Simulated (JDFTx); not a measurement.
# Tb (Im-3m) in JDFTx: reference runs

How does Tb come out in PBE? The cell is run as given and disturbed.

Program: JDFTx 1.7.0 (patched build). These are calculated values, not measurements. Logs are shortened: lines on timing, memory, paths and dates and some standing lists are left out, and cuts for length are marked. The log counts tension as positive stress, the text compression.

### 1 The structure

It takes space group Im-3m (No. 229, cubic). Conventional cell: a = 4.020 Å, b = 4.020 Å, c = 4.020 Å, α = 90.00°, β = 90.00°, γ = 90.00°. Around Tb (site symmetry m-3m) lie 8 Tb at 3.48 Å.

This isn't the form of Tb at room conditions, which is hcp.

### 2 Single point, PBE

Tb.in reads:

```
lattice \
   -3.7983495105     3.7983495105     3.7983495105 \
    3.7983495105    -3.7983495105     3.7983495105 \
    3.7983495105     3.7983495105    -3.7983495105
coords-type Lattice
ion Tb     0.0000000000     0.0000000000     0.0000000000 1

ion-species pseudo/Tb.upf
elec-cutoff 25
elec-ex-corr gga-PBE
kpoint-folding 9 9 9
elec-smearing Fermi 0.0018374661
elec-n-bands 11
electronic-SCF nIterations 100 energyDiffThreshold 1e-09
electronic-minimize nIterations 30 energyDiffThreshold 1e-7
converge-empty-states yes
forces-output-coords Cartesian

dump-name run.$VAR
dump End Ecomponents EigStats BandEigs Kpoints Forces Stress
```

Potentials or basis: PseudoDojo-SR-PBE-0.4 3+ lanthanide files with smoothed tails.

Started as:

```sh
$ jdftx -c 1 -i Tb.in -o Tb.out
```

Standard output:

```text
*************** JDFTx 1.7.0 (patched build) ***************

Input parsed successfully to the following command list (including defaults):
[... the input with its defaults ...]

---------- Setting up symmetries ----------

Found 48 point-group symmetries of the bravais lattice
Found 48 space-group symmetries with basis
Applied RMS atom displacement 0 bohrs to make symmetries exact.

---------- Initializing the Grid ----------
R =
[     -3.79835      3.79835      3.79835  ]
[      3.79835     -3.79835      3.79835  ]
[      3.79835      3.79835     -3.79835  ]
unit cell volume = 219.202
G =
[ -1.50047e-17   0.827094   0.827094  ]
[   0.827094 -1.50047e-17   0.827094  ]
[   0.827094   0.827094 -1.50047e-17  ]
Minimum fftbox size, Smin = [  32  32  32  ]
Chosen fftbox size, S = [  32  32  32  ]

---------- Exchange Correlation functional ----------
Initalized PBE GGA exchange.
Initalized PBE GGA correlation.

---------- Setting up pseudopotentials ----------
Width of ionic core gaussian charges (only for fluid interactions / plotting) set to 0

Reading pseudopotential file 'pseudo/Tb.upf':
  'Tb' pseudopotential, 'PBE' functional
  Generated using ONCVPSP code by D. R. Hamann
  11 valence electrons, 4 orbitals, 7 projectors, 1001 radial grid points, with lMax = 3
    5S    l: 0   occupation:  2.0   eigenvalue: -1.884296
    5P    l: 1   occupation:  6.0   eigenvalue: -1.024907
    5D    l: 2   occupation:  1.0   eigenvalue: -0.089065
    6S    l: 0   occupation:  2.0   eigenvalue: -0.154140
  Core radius for overlap checks: 2.47 bohrs.

Initialized 1 species with 1 total atoms.

Folded 1 k-points by 9x9x9 to 729 k-points.

---------- Setting up k-points, bands, fillings ----------
Reduced to 35 k-points under symmetry.
Computing the number of bands and number of electrons
Calculating initial fillings.
nElectrons:  11.000000   nBands: 11   nStates: 35

----- Setting up reduced wavefunction bases (one per k-point) -----
average nbasis = 1309.000 , ideal nbasis = 1308.726

---------- Setting up ewald sum ----------
Optimum gaussian width for ewald sums = 2.371607 bohr.
Real space sum over 2197 unit cells with max indices [  6  6  6  ]
Reciprocal space sum over 2197 terms with max indices [  6  6  6  ]

---------- Allocating electronic variables ----------
Initializing wave functions:  linear combination of atomic orbitals
Note: number of bands (11) exceeds available atomic orbitals (10)
Tb pseudo-atom occupations:   s ( 2 2 )  p ( 6 )  d ( 1 )
	FillingsUpdate:  mu: +0.389472666  nElectrons: 11.000000
LCAOMinimize: Iter:   0  F: -38.0330840677810471  |grad|_K:  6.625e-05  alpha:  1.000e+00
	FillingsUpdate:  mu: +0.389339268  nElectrons: 11.000000
LCAOMinimize: Iter:   1  F: -38.0330927261081086  |grad|_K:  4.586e-06  alpha:  9.321e-01  linmin: -2.888e-03  cgtest:  4.187e-02
	FillingsUpdate:  mu: +0.389345993  nElectrons: 11.000000
LCAOMinimize: Iter:   2  F: -38.0330927696976175  |grad|_K:  2.151e-07  alpha:  9.778e-01  linmin: -1.579e-05  cgtest: -2.428e-02
	FillingsUpdate:  mu: +0.389345623  nElectrons: 11.000000
LCAOMinimize: Iter:   3  F: -38.0330927697885670  |grad|_K:  5.910e-09  alpha:  9.336e-01  linmin: -3.853e-02  cgtest:  3.345e-01
LCAOMinimize: Encountered beta<0, resetting CG.
LCAOMinimize: Converged (|Delta F|<1.000000e-06 for 2 iters).

-------- Electronic minimization -----------
Will mix electronic density at each iteration.
	FillingsUpdate:  mu: +0.389345623  nElectrons: 11.000000
	FillingsUpdate:  mu: +0.382511711  nElectrons: 11.000000
SCF: Cycle:  0   F: -38.045501579143036   dF: -1.241e-02   |Residual|: 2.469e-02   |deigs|: 6.001e-02
	FillingsUpdate:  mu: +0.380487827  nElectrons: 11.000000
SCF: Cycle:  1   F: -38.045952482789801   dF: -4.509e-04   |Residual|: 1.349e-02   |deigs|: 6.274e-03
	FillingsUpdate:  mu: +0.378314329  nElectrons: 11.000000
SCF: Cycle:  2   F: -38.046116805004331   dF: -1.643e-04   |Residual|: 3.170e-03   |deigs|: 6.130e-03
	FillingsUpdate:  mu: +0.378526895  nElectrons: 11.000000
SCF: Cycle:  3   F: -38.046116651659588   dF: +1.533e-07   |Residual|: 1.195e-03   |deigs|: 9.545e-04
	FillingsUpdate:  mu: +0.378351228  nElectrons: 11.000000
SCF: Cycle:  4   F: -38.046118190390260   dF: -1.539e-06   |Residual|: 1.691e-04   |deigs|: 5.584e-04
	FillingsUpdate:  mu: +0.378329373  nElectrons: 11.000000
SCF: Cycle:  5   F: -38.046118197062754   dF: -6.672e-09   |Residual|: 1.577e-04   |deigs|: 1.159e-04
	FillingsUpdate:  mu: +0.378339685  nElectrons: 11.000000
SCF: Cycle:  6   F: -38.046118211952894   dF: -1.489e-08   |Residual|: 1.703e-05   |deigs|: 3.098e-04
	FillingsUpdate:  mu: +0.378340502  nElectrons: 11.000000
SCF: Cycle:  7   F: -38.046118212231804   dF: -2.789e-10   |Residual|: 2.768e-06   |deigs|: 2.513e-04
	FillingsUpdate:  mu: +0.378340460  nElectrons: 11.000000
SCF: Cycle:  8   F: -38.046118212260772   dF: -2.897e-11   |Residual|: 1.016e-06   |deigs|: 6.714e-05
SCF: Converged (|Delta E|<1.000000e-09 for 2 iters).

Setting wave functions to eigenvectors of Hamiltonian
Converging empty states (this may take a while): |deigs|: 3.330e-04

# Stress tensor in Cartesian coordinates [Eh/a0^3]:
[  1.29319e-05            0            0  ]
[            0  1.29319e-05            0  ]
[            0            0  1.29319e-05  ]

# Ionic positions in lattice coordinates:
ion Tb   0.000000000000000   0.000000000000000   0.000000000000000 1

# Forces in Cartesian coordinates:
force Tb  -0.000000000000000  -0.000000000000000  -0.000000000000000 1

# Energy components:
   Eewald =      -28.9828020152745935
       EH =        5.7449276838068908
     Eloc =      -20.0990557054008363
      Enl =        1.1603374400962367
      Exc =      -10.7618382901304876
 Exc_core =        4.5946342067527643
       KE =       10.2984880388501114
-------------------------------------
     Etot =      -38.0453086412999184
       TS =        0.0008095709608538
-------------------------------------
        F =      -38.0461182122607724

IonicMinimize: Iter:   0  F: -38.046118212260772  |grad|_K:  0.000e+00
IonicMinimize: Converged (|grad|_K<1.000000e-04).

#--- Lowdin population analysis ---
# oxidation-state Tb +0.030

Dumping 'run.eigStats' ...
	eMin: -1.313212 at state 0 ( [ +0.000000 +0.000000 +0.000000 ] spin 0 )
	HOMO: +0.377911 at state 9 ( [ +0.000000 +0.222222 +0.222222 ] spin 0 )
	mu  : +0.378340
	LUMO: +0.380038 at state 16 ( [ +0.111111 +0.222222 +0.222222 ] spin 0 )
	eMax: +0.814502 at state 12 ( [ +0.111111 +0.111111 +0.111111 ] spin 0 )
	HOMO-LUMO gap: +0.002128
	Optical gap  : +0.007274 at state 16 ( [ +0.111111 +0.222222 +0.222222 ] spin 0 )
Done!
```

Wall time 11 s (1 thread of Arm Neoverse V2, shared host); peak memory 0.05 GiB.

What came out:

| Item | Value |
| --- | --- |
| Free energy | -1035.2876 eV |
| Pressure | -0.4 GPa |
| Band gap on the k mesh | none (metal or under the smearing width) |

Caveat: the 4f electrons are frozen in the core as for a trivalent ion, so they carry no moment and show no levels. Spin polarisation is off, so any magnetic state and its effect on volume and gap are missing.

### 3 Single point, PBE (cell strained at random at fixed volume)

Edit Tb.in of step 2 so:

```diff
@@ -1,7 +1,7 @@
 lattice \
-   -3.7983495105     3.7983495105     3.7983495105 \
-    3.7983495105    -3.7983495105     3.7983495105 \
-    3.7983495105     3.7983495105    -3.7983495105
+   -3.8616647843     3.8708734197     3.7696955933 \
+    3.8757319056    -3.8792902599     3.7873191791 \
+    3.7380048862     3.7507699861    -3.7415632405
 coords-type Lattice
-ion Tb     0.0000000000     0.0000000000     0.0000000000 1
+ion Tb    -0.0085130000     0.0020830000     0.0098660000 1
```

Potentials or basis: PseudoDojo-SR-PBE-0.4 3+ lanthanide files with smoothed tails.

Started as:

```sh
$ jdftx -c 1 -i Tb.in -o Tb.out
```

Run time: 1.8 min. Hardware: 1 thread of Arm Neoverse V2, shared host; peak memory 0.3 GiB.

It converged, with:

```
Free energy            : -1035.2876 eV
Pressure               : -0.4 GPa
Band gap on the k mesh : none (metal or under the smearing width)
```

Stress tensor (GPa, compression positive):
```
-0.30  0.50 -0.04
 0.50 -0.09  0.02
-0.04  0.02 -0.93
```

Levels at points of the mesh, in eV from the Fermi level:
| k point | band 3 | band 4 | band 5 | band 6 | band 7 | band 8 | band 9 | band 10 |
| --- | --- | --- | --- | --- | --- | --- | --- | --- |
| (0.00, 0.00, 0.00) | -22.40 | -22.39 | -5.00 | 1.55 | 1.62 | 1.90 | 3.73 | 3.99 |

Caveat: the 4f electrons are frozen in the core as for a trivalent ion, so they carry no moment and show no levels. Spin polarisation is off, so any magnetic state and its effect on volume and gap are missing.
